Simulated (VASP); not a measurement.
# Be: band structure with RPBE

Crystal: Be.

```
CELL_PARAMETERS angstrom
0.00000 1.57905 1.57905
1.57905 0.00000 1.57905
1.57905 1.57905 0.00000
ATOMIC_POSITIONS crystal
Be 0.00000 0.00000 0.00000
```

The cell was built by a generator and needn't be a form met in nature.

```
Program                : VASP 6.6.1
Task                   : band structure
Functional             : RPBE
Potentials or basis    : VASP PAW PBE potentials, release 64 (Be)
Cutoff                 : 520 eV
k mesh                 : 14 × 14 × 14
Occupations            : fermi-dirac, width 0.05 eV
Spin                   : no spin polarisation
Further INCAR settings : ALGO = Normal; EDIFF = 1e-07
```

```yaml
Pressure: 3.1 GPa
Band_gap_along_the_path: none (metal or under the smearing width)
```

Levels at the corners of the path, in eV from the Fermi level:
```tsv
point	band 1	band 2	band 3	band 4	band 5
Γ	-11.89	19.69	19.69	19.69	29.05
X	-2.61	3.82	9.67	9.67	15.12
X	-2.61	3.82	9.67	9.67	15.12
W	1.02	1.02	3.16	10.27	25.60
W	1.02	1.02	3.16	10.27	25.60
K	-0.79	0.47	6.62	11.32	20.60
K	-0.79	0.47	6.62	11.32	20.60
Γ	-11.89	19.69	19.69	19.69	29.05
Γ	-11.89	19.69	19.69	19.69	29.05
L	-5.25	0.01	16.72	16.72	26.20
L	-5.25	0.01	16.72	16.72	26.20
U	-0.79	0.47	6.62	11.32	20.60
U	-0.79	0.47	6.62	11.32	20.60
W	1.02	1.02	3.16	10.27	25.60
W	1.02	1.02	3.16	10.27	25.60
L	-5.25	0.01	16.72	16.72	26.20
L	-5.25	0.01	16.72	16.72	26.20
K	-0.79	0.47	6.62	11.32	20.60
U	-0.79	0.47	6.62	11.32	20.60
X	-2.61	3.82	9.67	9.67	15.12
```

It took 3.3 s on 1 thread of AMD EPYC 9R45 96-Core Processor (Zen 5) (shared host), peak memory 0.09 GiB.

Caveat: the PAW data sets were made with another functional, which shifts forces and pressure a little.
